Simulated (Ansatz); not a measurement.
# MoS2 in Ansatz: the effect of target pressure

The system is MoS2.

```
Mo S
1.0
     1.58000    0.91221    6.15000
    -1.58000    0.91221    6.15000
     0.00000   -1.82443    6.15000
Mo S
1 2
Direct
  0.00000 0.00000 0.00000
  0.41700 0.41700 0.41700
  0.25000 0.25000 0.25000
```

Measurements of this composition are mostly on another form, of space group No. 194.

Alike in all runs:

- Program: Ansatz 0.2.0
- Task: relaxation of cell and atoms
- Functional: PBEsol
- Potentials or basis: Ansatz PAW
- Cutoff: 420 eV (not typed: the program's choice for these potentials)
- k mesh: 10 × 10 × 10
- Occupations: fermi-dirac, width 0.05 eV
- Spin: no spin polarisation

Each run relaxes the cell or the atoms first.

| target pressure | relaxed volume (Å³/atom) | gap on the mesh (eV) |
| --- | --- | --- |
| 0 GPa | 17.91 | 1.02 |
| 2 GPa | 16.83 | 0.71 |
| 5 GPa | 16.07 | 0.48 |
| 10 GPa | 15.28 | 0.24 |
| 20 GPa | 14.24 | none |
| 30 GPa | ? | ? |

**Question.** What does the run with target pressure 30 GPa give?

**Answer.** Relaxed volume 13.50 Å³/atom; gap on the mesh none.

Worked out: A parabola through the other rows of the relaxed volume, of slope 0.18 Å³/atom per GPa there, extrapolates to 15.19 Å³/atom, against the run's 13.50.

Caveats: the plane-wave basis is chosen anew once the cell has moved, so the energies of steps on either side of that aren't comparable; the PAW data sets come from PBE, with cores solved anew for the run's functional, which leaves a small shift of forces and pressure; the volume moved by over 15 % at a fixed basis, so the end points are rough (some runs).

A k mesh can miss the band edges.

A gap of «none» marks a metal or a gap under the smearing width.
